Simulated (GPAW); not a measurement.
Zn:

```
CELL_PARAMETERS angstrom
3.77113 0.00000 0.00000
0.00000 3.77113 0.00000
0.00000 0.00000 3.77113
ATOMIC_POSITIONS crystal
Zn 0.00000 0.50000 0.50000
Zn 0.50000 0.00000 0.50000
Zn 0.50000 0.50000 0.00000
```

The cell was built by a generator and needn't be a form met in nature.

Base run:

```yaml
Program: GPAW 26.7.0
Functional: BLYP
Potentials_or_basis: PAW data sets generated in the run's folder for this functional
Cutoff: 600 eV
Basis: pw
k_mesh: 7 × 7 × 7
Occupations: fermi-dirac, width 0.05 eV
Spin: no spin polarisation
```

Its results: pressure 3.8 GPa.

Q: After a change of settings the same cell gave: pressure -4.6 GPa. Which change was it?
A. functional from BLYP to PBE; potentials or basis from PAW data sets generated in the run's folder for this functional to GPAW PAW data sets (gpaw-data 1.2.1)
B. functional from BLYP to RPBE; potentials or basis from PAW data sets generated in the run's folder for this functional to the program's PAW data sets (release 1.2.1) made for this functional
C. functional from BLYP to LDA; potentials or basis from PAW data sets generated in the run's folder for this functional to the program's PAW data sets (release 1.2.1) made for this functional
D. functional from BLYP to PBEsol

A: D.

PBEsol binds more tightly than BLYP, so the same cell stands under less pressure.
